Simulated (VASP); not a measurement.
A run of VASP 6.6.1:

The input INCAR:

```
PREC = Accurate ; ENCUT = 600
EDIFF = 1E-7 ; ISMEAR = 0
SIGMA = 0.1 ; LREAL = False
LASPH = True ; NELM = 100
ALGO = Normal ; ISIF = 3
LWAVE = False ; LCHARG = False
GGA = RP ; IBRION = 2
NSW = 90 ; EDIFFG = -0.005
```

The input KPOINTS:

```
regular mesh
0
Gamma
  18 18 18
```

The input POSCAR:

```
Nb
1.0
   -1.6588161900      1.6588161900      1.6588161900
    1.6588161900     -1.6588161900      1.6588161900
    1.6588161900      1.6588161900     -1.6588161900
Nb
1
Direct
    0.0000000000      0.0000000000      0.0000000000
```

Potentials or basis: VASP PAW PBE potentials, release 64 (Nb_sv).

Run with:

```console
$ cat potpaw_PBE.64/Nb_sv/POTCAR > POTCAR
$ mpirun -np 1 vasp_std > vasp.out
```

Hardware: 1 thread of Intel(R) Xeon(R) 6975P-C (Granite Rapids), on a shared host.

Problem. How long does it take, and how much memory?

Solution. It took 31 s on 1 thread of Intel(R) Xeon(R) 6975P-C (Granite Rapids) (shared host), peak memory 0.18 GiB. Counts: scf iterations 31, k points 195, ion steps 3.
